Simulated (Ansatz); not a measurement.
# Al under changes of volume

One of the cells (16.603 Å³/atom); the others are scaled copies at fixed shape and fractional positions:

```xyz
1
Lattice="0.0000 2.0248 2.0248 2.0248 0.0000 2.0248 2.0248 2.0248 0.0000" Properties=species:S:1:pos:R:3 pbc="T T T"
Al    0.0000    0.0000    0.0000
```

| Quantity | Value |
| --- | --- |
| Program | Ansatz 0.2.0 |
| Functional | revPBE |
| Potentials or basis | Ansatz PAW |
| Cutoff | 420 eV (not typed: the program's choice for these potentials) |
| k mesh | 11 × 11 × 11 |
| Occupations | fermi-dirac, width 0.05 eV |
| Spin | no spin polarisation |

```tsv
volume (Å³/atom)	energy over the lowest point (meV/atom)	pressure (GPa)
15.607	21.08	6.4
15.939	?	?
16.271	3.18	2.4
16.603	0.00	0.7
16.935	0.18	-0.8
17.267	3.35	-2.2
17.599	9.23	-3.4
```

Q: What does the run at 15.939 Å³/atom give?

A: Energy over the lowest point 10.07 meV/atom; pressure 4.3 GPa.

Worked out: A Birch-Murnaghan fit of order 3 (a polynomial in V^(-2/3)) to the other rows has its minimum at 16.75 Å³/atom with B0 = V·E''(V) = 78 GPa and B' = 4.3. It gives 10.06 meV/atom at 15.939 Å³/atom, against the run's 10.07, and -dE/dV = 4.3 GPa, against 4.3.

Energies are extrapolated to zero smearing.

Caveats: the PAW data sets come from PBE, with cores solved anew for the run's functional, which leaves a small shift of forces and pressure.
